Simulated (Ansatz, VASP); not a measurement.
## Two plane-wave programs on CdSe

```
Cd Se
1.0
     0.00000    2.78025    2.78025
     2.78025    0.00000    2.78025
     2.78025    2.78025    0.00000
Cd Se
1 1
Direct
  0.00000 0.00000 0.00000
  0.50000 0.50000 0.50000
```

Alike in both runs: functional PBEsol; dispersion D3(BJ); k mesh 6 × 6 × 6; occupations fermi-dirac, width 0.05 eV; no spin polarisation.

Ansatz relaxed the structure, and its values are those at the end. VASP's run is a single point on that final structure, the one shown.

```csv
,VASP,Ansatz
version,VASP 6.6.1,Ansatz 0.2.0
potentials or method,"VASP PAW PBE potentials, release 64 (Cd, Se)","plane waves, PAW"
plane-wave cutoff (eV),520,420
valence electrons in the cell,18,36
```

Ansatz gave:

- pressure (GPa): 0.0
- dispersion energy (meV/atom): -381.5

**Question.** What did VASP give for the same quantities?

**Answer.** Pressure (GPa): 0.5; dispersion energy (meV/atom): -381.4.

The two sets of potentials don't hold the same shells in valence.

Caveats: the PAW data sets were made with another functional, which shifts forces and pressure a little (VASP); pairwise dispersion overbinds metals, which lowers pressure and volume.
